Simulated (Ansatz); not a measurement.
Start from LiI in the rock salt structure (space group Fm-3m, No. 225; a = 6.018 Å). Axes: x, y, z lie along the cube axes.

Now apply this change: biaxial strain −3.40 %, plane normal [110], relaxed out of plane (Cartesian); in-plane vectors clamped, the third vector and the atoms free.

Computed with r2SCAN (Ansatz, an electronic-structure program, PAW, spin-orbit coupling left out).

Give the band edges at the high-symmetry points of the new zone, measured from its valence-band maximum.


| point | valence edge (eV) | conduction edge (eV) |
|---|---|---|
| Γ | 0.00 | 5.10 |
| X | -1.34 | 4.65 |
| F₂ | -1.53 | 5.01 |
| Σ₀ | -1.53 | 5.01 |
| Y₀ | -1.12 | 5.32 |
| U₀ | -1.12 | 5.32 |
| R | -0.55 | 4.90 |
| W | -1.68 | 6.79 |
| S | -0.41 | 5.22 |
| T | -1.41 | 4.82 |

The gap is 4.65 eV, indirect, Γ → X.

Spin-orbit coupling, missing from the scalar runs, can matter with I. Stability against distortions was not tested. Labels are those of the standard path for the cell's own space group.
